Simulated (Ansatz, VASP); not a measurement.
**Be4H in VASP and in Ansatz**

```
Be H
1.0
     2.22491    0.00062   -0.00211
     0.00029    3.83934    0.00403
    -1.05745   -1.40945    9.78723
Be H
8 2
Direct
  0.61736 0.48264 0.72348
  0.11452 0.98699 0.71760
  0.79565 0.61801 0.09537
  0.29298 0.11708 0.08986
  0.38264 0.51736 0.27652
  0.88548 0.01301 0.28240
  0.20435 0.38199 0.90463
  0.70702 0.88292 0.91014
  0.42745 0.21834 0.36977
  0.57255 0.78166 0.63023
```

Change from the starting cell: the structure that the rattled cell fell into.

Alike in both runs: functional PBE; k mesh 8 × 4 × 2; occupations gaussian, width 0.1 eV; no spin polarisation.

Ansatz relaxed the structure, and its values are those at the end. VASP's run is a single point on that final structure, the one shown.

|  | VASP | Ansatz |
| --- | --- | --- |
| version | VASP 6.6.1 | Ansatz 0.2.0 |
| potentials or method | VASP PAW PBE potentials, release 64 (Be, H) | scalar-relativistic, plane waves, PAW |
| plane-wave cutoff (eV) | 520 | 420 |
| valence electrons in the cell | 18 | 18 |

Ansatz gave:

```
gap on the k mesh at the Fermi level (eV) : none
pressure (GPa)                            : 0.1
rms of the force components (eV/Å)        : 0.004
```

Task: Estimate VASP's values.

Result: gap on the k mesh at the Fermi level (eV): none; pressure (GPa): 0.1; rms of the force components (eV/Å): 0.005.

A gap of «none» marks a metal or a gap that the smearing closes.

Caveats: the k mesh is coarse (spacing up to 0.41 Å⁻¹), so the values aren't converged.
